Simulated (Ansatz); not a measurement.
KI (rocksalt), relaxed with r2SCAN in Ansatz 0.2.0. Space group Fm-3m (No. 225), cubic; a = 7.089 Å in the conventional setting, 44.52 Å³ an atom. K has 6 I at 3.54 Å; I has 6 K at 3.54 Å.

The axes x, y and z are those of this cell:
```yaml
crystal:
  lattice:
    - [0.00000, 3.54429, 3.54429]
    - [3.54429, 0.00000, 3.54429]
    - [3.54429, 3.54429, 0.00000]
  atoms:
    - { symbol: K, position: [0.00000, 0.00000, 0.00000] }
    - { symbol: I, position: [0.50000, 0.50000, 0.50000] }
```

Unstrained: With PBE the gap is 3.944 eV and direct, at Γ. The r2SCAN gap is direct at Γ: 4.586 eV. With HSE06 the gap is 4.941 eV and direct, at Γ. Meshes: PBE 6×6×6, r2SCAN 6×6×6, HSE06 4×4×4. Strains are changes of length per length. After each strain the atoms were relaxed again with r2SCAN within the symmetry that the strain leaves, so tilts or polar shifts that break it weren't tested; points keep the names that they have in the unstrained zone. (Simulation; spin polarisation is off.)

Task: Estimate what uniaxial -1.35 % along x, other directions held does to the gap.

Result: PBE: the gap goes from 3.944 to 3.973 eV (+0.029 eV). r2SCAN: the gap goes from 4.586 to 4.617 eV (+0.031 eV). HSE06: the gap goes from 4.941 to 4.974 eV (+0.033 eV). The r2SCAN energy rises by 0.9 meV an atom.

Task: One strain changed the r2SCAN stress by xx -0.13, yy -0.13, zz -0.93 GPa (compression positive) and the gap by -0.090 eV (PBE), -0.102 eV (r2SCAN), -0.098 eV (HSE06). Which kind of strain was it, and roughly how large?

Result: Uniaxial +4.01 % along z, other directions held. The pattern of the stress gives the kind; the size needs the stiffness, so it is an estimate.

Task: One strain changed the r2SCAN stress by xx -0.55, yy -0.55, zz -0.55, xy -0.14, xz -0.14, yz -0.14 GPa (compression positive) and the gap by -0.163 eV (PBE), -0.177 eV (r2SCAN), -0.176 eV (HSE06). Which kind of strain was it, and roughly how large?

Result: Uniaxial +4.98 % along [111], other directions held. The pattern of the stress gives the kind; the size needs the stiffness, so it is an estimate.

Spin-orbit coupling is left out, which matters wherever the heavy atoms make up the band edges.

The meshes of the hybrids are coarse, so their gaps aren't converged to the digits shown.
